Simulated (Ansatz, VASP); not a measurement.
## Pb: VASP beside Ansatz

```xyz
3
Lattice="4.7814 0.0000 0.0000 0.0000 4.7814 0.0000 0.0000 0.0000 4.7814" Properties=species:S:1:pos:R:3 pbc="T T T"
Pb    2.3907    0.0000    0.0000
Pb    0.0000    2.3907    0.0000
Pb    0.0000    0.0000    2.3907
```

Alike in both runs: functional PBE; k mesh 10 × 10 × 10; occupations gaussian, width 0.1 eV; no spin polarisation.

Ansatz relaxed the structure, and its values are those at the end. VASP's run is a single point on that final structure, the one shown.

|  | VASP | Ansatz |
| --- | --- | --- |
| version | VASP 6.6.1 | Ansatz 0.2.0 |
| potentials or method | VASP PAW PBE potentials, release 64 (Pb_d) | scalar-relativistic, plane waves, PAW |
| plane-wave cutoff (eV) | 520 | 420 |
| valence electrons in the cell | 42 | 42 |

|  | VASP | Ansatz | Ansatz less VASP |
| --- | --- | --- | --- |
| gap on the k mesh at the Fermi level (eV) | none | none | - |
| pressure (GPa) | -0.1 | 0.0 | +0.04 |

A gap of «none» marks a metal or a gap that the smearing closes. The functional is the same, so the differences come from potentials, cutoffs and numerics.

Spin-orbit coupling is left out, which matters for the levels of Pb.
